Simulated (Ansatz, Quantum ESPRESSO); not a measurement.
K and the effect of the dispersion correction

The cell as given:

```xyz
1
Lattice="-2.6976 2.6976 2.6976 2.6976 -2.6976 2.6976 2.6976 2.6976 -2.6976" Properties=species:S:1:pos:R:3 pbc="T T T"
K     0.0000    0.0000    0.0000
```

Kept alike: task relaxation of cell and atoms; functional revPBE; k mesh 7 × 7 × 7; occupations fermi-dirac, width 0.05 eV; no spin polarisation. Program: Ansatz, all-electron LAPW, scalar-relativistic. The mesh is that of the run's cell of 1 atom. No spin-orbit coupling.

| dispersion correction | volume (Å³/atom) |
| --- | --- |
| D3(BJ) | 70.949 |
| D4 | 75.260 |
| none | 78.519 |

Stopped at the starting cell, within the stress tolerance: none. The relaxations keep at least the cell's symmetry (Im-3m). For a metal such a mesh leaves the last digits unconverged. Relaxations stop with a little pressure left, so the last digits of a volume or edge aren't settled.

**Question.** What does the dispersion correction change here?

**Answer.** The volume runs from 70.949 (D3(BJ)) to 78.519 Å³/atom (none). Against no correction: D3(BJ) -9.6 %; D4 -4.2 %. Dispersion terms mostly attract and so lower the volume; the schemes' coefficients and damping set how far. Measured: 75.88 Å³/atom at 293.15 K (a printed reference work); nearest D4, 0.62 Å³/atom off. The runs are for a static lattice. A twin series (Quantum ESPRESSO, PseudoDojo 0.4.1 SR PBE standard) moves it by +8.2471 between D3(BJ) and none, against +7.5701 Å³/atom here.
